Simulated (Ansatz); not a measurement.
# A decomposition energy, worked out: Cd2Te

All numbers below come from DFT PBE, scalar-relativistic, plane waves, PAW (Ansatz 0.2.0). All cells share a 420 eV cutoff and Γ-centred k meshes spaced about 0.3 Å⁻¹ or finer (0.25 for metals, 2π included). No spin polarisation.

Energies over the elements count from the elements' standard structures at the same level, with no fitted energy shifts.

Temperature and zero-point effects are left out. Spin–orbit coupling, which can matter for Te, is left out. The reference form of Te is held partly by dispersion forces, which this level lacks.

A trial structure of Cd2Te (reached from: SnSe2 type (P-3m1); relaxed: space group P-3m1 (No. 164), a = 4.301 Å, c = 5.339 Å) has a formation energy of -0.129 eV/atom. At its composition the lowest mixture among the elements and 1 reference phase computed alike (others may be missing) consists of these:

```
       phase   source  ΔE_f (eV/atom)
  Cd (solid)  element          -0.006
CdTe (F-43m)      COD          -0.464
```

The lowest database cell of Cd (-0.006) lies slightly below the reference, hence the non-zero entry.

Question: Write the balanced decomposition and find its energy per atom, per formula unit and per mole of formula units.

Answer: Balancing Cd and Te gives Cd2Te → Cd + CdTe. The left side holds 3 atoms, and the products take 1/3 (Cd) and 2/3 (CdTe) of them. The mixture therefore lies at 1/3 × (-0.006) + 2/3 × (-0.464) = -0.311 eV/atom. The reaction energy is -0.311 − (-0.129) = -0.182 eV/atom. Times 3 atoms that is -0.546 eV per Cd2Te, and times 96.485 it is -53 kJ per mole of Cd2Te. Decomposition is downhill, so the trial structure is unstable against this mixture.
